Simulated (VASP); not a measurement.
# VASP 6.6.1 run: SiC

INCAR

```
NELM = 98
LCHARG = .FALSE.
ISMEAR = 0
LWAVE = .FALSE.
ISIF = 2
PREC = Accurate
GGA = RE
ENCUT = 520
NSW = 0
IBRION = -1
SIGMA = 0.1
NBANDS = 11
LASPH = .TRUE.
EDIFF = 1E-7
LREAL = .FALSE.
```

KPOINTS

```
KPOINTS created by Atomic Simulation Environment
0
Gamma
7 7 7
0 0 0
```

POSCAR

```
Si C
 1.0000000000000000
    -0.0000000000000000    2.0138689652489350    2.0138689652489350
     2.0138689652489350    0.0000000000000000    2.0138689652489350
     2.0138689652489350    2.0138689652489350   -0.0000000000000000
 Si  C
   1   1
Cartesian
  0.0000000000000000  0.0000000000000000  0.0000000000000000
  2.0138689652489346  2.0138689652489346  2.0138689652489346
```

The recommended PBE PAW datasets give the neutral cell 8 valence electrons.

Command

```
mpirun -np 1 vasp_std
```

Predict the outcome of this run.

It converged. Results: gap between bands v and c on the k mesh -0.56 eV (bands overlap: a metal); least direct gap on the k mesh 3.68 eV; pressure 8.5 GPa. Band v is the last that the valence electrons fill when counted band by band, and c is the next.

OSZICAR

```
N       E                     dE             d eps       ncg     rms          rms(c)
DAV:   1     0.339152683991E+01    0.33915E+01   -0.42987E+03   491   0.635E+02
DAV:   2    -0.138701915237E+02   -0.17262E+02   -0.15602E+02   575   0.108E+02
DAV:   3    -0.143244215931E+02   -0.45423E+00   -0.45321E+00   537   0.127E+01
DAV:   4    -0.143256097706E+02   -0.11882E-02   -0.11881E-02   489   0.766E-01
DAV:   5    -0.143256123854E+02   -0.26147E-05   -0.26147E-05   525   0.336E-02    0.876E+00
DAV:   6    -0.129571497715E+02    0.13685E+01   -0.44263E+00   464   0.970E+00    0.396E+00
DAV:   7    -0.129299897837E+02    0.27160E-01   -0.33252E-01   506   0.332E+00    0.155E+00
DAV:   8    -0.129309196682E+02   -0.92988E-03   -0.47262E-03   455   0.523E-01    0.366E-01
DAV:   9    -0.129313482404E+02   -0.42857E-03   -0.64054E-04   476   0.212E-01    0.143E-01
DAV:  10    -0.129313794741E+02   -0.31234E-04   -0.46902E-05   497   0.475E-02    0.171E-02
DAV:  11    -0.129313775837E+02    0.18904E-05   -0.12618E-05   485   0.171E-02    0.333E-03
DAV:  12    -0.129313774809E+02    0.10278E-06   -0.34530E-07   490   0.454E-03    0.136E-03
DAV:  13    -0.129313774511E+02    0.29783E-07   -0.60711E-08   247   0.119E-03
   1 F= -.12931377E+02 E0= -.12930189E+02  d E =-.237663E-02
```

For comparison, a separate PBEsol run of the intended cell, on usual settings and not on those above, gives a gap of -0.92 eV on its mesh and a pressure of 1.7 GPa.
